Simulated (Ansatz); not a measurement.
Property card for Ge₂Sb₂Te₅

The calculation used DFT PBEsol, scalar-relativistic, plane waves, PAW in Ansatz.

Cutoff 420 eV; k points 12×12×2 on the computed 9-atom cell (Γ-centred); Gaussian smearing, width 0.10 eV; no spin polarisation.

The structure is relaxed at this level of theory with its symmetry kept. Whether it is the stable form of this composition wasn't checked.

```xyz
9
Lattice="4.2017 0.0000 0.0000 -2.1009 3.6388 0.0000 0.0000 0.0000 17.1061" Properties=species:S:1:pos:R:3 pbc="T T T"
Ge    0.0000    0.0000    5.7837
Ge    0.0000    0.0000   11.3224
Sb    0.0000    2.4259    1.9962
Sb    2.1009    1.2129   15.1099
Te    0.0000    0.0000    0.0000
Te    0.0000    2.4259   13.3608
Te    2.1009    1.2129    3.7452
Te    0.0000    2.4259    7.1962
Te    2.1009    1.2129    9.9099
```

Q: Formation energy from the elements' standard states (uncorrected)?

A: -0.091 eV/atom.

Q: Kohn–Sham band gap?

A: zero, with almost no states at the Fermi level.

Q: Density of states at the Fermi level?

A: 0.01 states/eV per cell (so small that it hangs on the mesh: a semimetal, or crossings between mesh points).

Q: Löwdin character within 0.5 eV of the Fermi level?

A: Sb 5p 39 %, Te 5p 35 %, Ge 4p 12 %.

Q: Bader charges (e)?

A: Ge (2 in the cell) 0.30, Sb (2 in the cell) 0.48, Te (1 in the cell) -0.42, Te (2 in the cell) -0.30, Te (2 in the cell) -0.27.

Spin-orbit coupling is left out, which matters for the bands of heavy elements.

Cost: 9 runs of about 41 core-minutes in all, on Arm Neoverse V2 (shared hosts).